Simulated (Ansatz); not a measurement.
Input of an Ansatz 0.2.0 run:

File input.yaml:

```yaml
crystal:
  lattice:
    - [3.04209, 0.0, 0.0]
    - [-1.52104, 2.63452, 0.0]
    - [0.0, 0.0, 2.69797]
  atoms:
    - { symbol: Ti, position: [0.0, 0.0, 0.5] }
    - { symbol: C, position: [0.33333, 0.66667, 0.0] }
hamiltonian:
  xc: pbe
  pseudopotentials: { kind: paw }
kpoints:
  mp_grid: { grid: [6, 6, 6] }
scf:
  occupations: { method: fermi_dirac, width: 0.05 }
output:
  forces: true
  stress: true
  eigenvalues: true
```

Potentials or basis: Ansatz PAW.

Command:

```bash
$ ansatz run input.yaml --threads 2 --pin off --max-ram 5632MiB --backend cpu --events-out ev --progress --plain --runs-dir out
```

Problem. Predict the band gap on the k mesh.

Solution. 0.25 eV, indirect (least direct gap 0.41 eV).

Problem. Estimate the pressure.

Solution. 0.0 GPa.

Stress tensor (GPa, compression positive):
```
 1.26  0.00  0.00
 0.00  1.26  0.00
 0.00  0.00 -2.55
```

A k mesh can miss the band edges. As with any semilocal functional, this PBE gap is likely too small.
